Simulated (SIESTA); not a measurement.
Here is a SIESTA 5.4.2 calculation.

File Co.fdf:

```
SystemName                      Co
SystemLabel                     Co
NumberOfSpecies                 1
NumberOfAtoms                   2
%block ChemicalSpeciesLabel
  1  27 Co
%endblock ChemicalSpeciesLabel
%include structure.fdf

%block kgrid.MonkhorstPack
   12   0   0  0.0
    0  12   0  0.0
    0   0   7  0.0
%endblock kgrid.MonkhorstPack
XC.Functional                   GGA
XC.Authors                      PBE
PAO.BasisSize                   DZP
PAO.EnergyShift                 0.002 Ry
Mesh.Cutoff                     800 Ry
Spin                            polarized
%block DM.InitSpin
    1   2.000
    2   2.000
%endblock DM.InitSpin
OccupationFunction              FD
ElectronicTemperature           0.05 eV
MaxSCFIterations                200
SCF.MustConverge                false
SCF.Mixer.Method                Pulay
SCF.Mixer.Weight                0.1
SCF.Mixer.History               10
SCF.DM.Tolerance                5.0e-05
SCF.H.Tolerance                 1.0e-03 eV
WriteForces                     true
Charge.Mulliken                 end
```

The input structure.fdf:

```
LatticeConstant                 1.0 Ang
%block LatticeVectors
     2.4719999032     0.0000000000     0.0000000000
    -1.2359999516     2.1408147143     0.0000000000
     0.0000000000     0.0000000000     4.0211440800
%endblock LatticeVectors
AtomicCoordinatesFormat         Fractional
%block AtomicCoordinatesAndAtomicSpecies
     0.6666666667     0.3333333333     0.7500000000  1  Co
     0.3333333333     0.6666666667     0.2500000000  1  Co
%endblock AtomicCoordinatesAndAtomicSpecies
```

Potentials or basis: PseudoDojo 0.4 standard (PBE files), DZP (energy shift 0.002 Ry).

Launch:

```sh
$ siesta Co.fdf > Co.out 2>&1
```

Problem. Predict the net moment.

Solution. 3.24 μB per cell.

Problem. Estimate the band gap on the k mesh.

Solution. None (metal or under the smearing width).

Problem. Predict the site moments.

Solution. Co +1.62 μB.

Stress tensor (GPa, compression positive):
```
5.44 0.00 0.00
0.00 5.43 0.00
0.00 0.00 4.28
```

Caveat: semicore shells carry a single zeta, which can move pressures by several GPa and volumes by a few percent; the basis of atomic orbitals isn't converged, which shifts pressures, moduli and gaps.
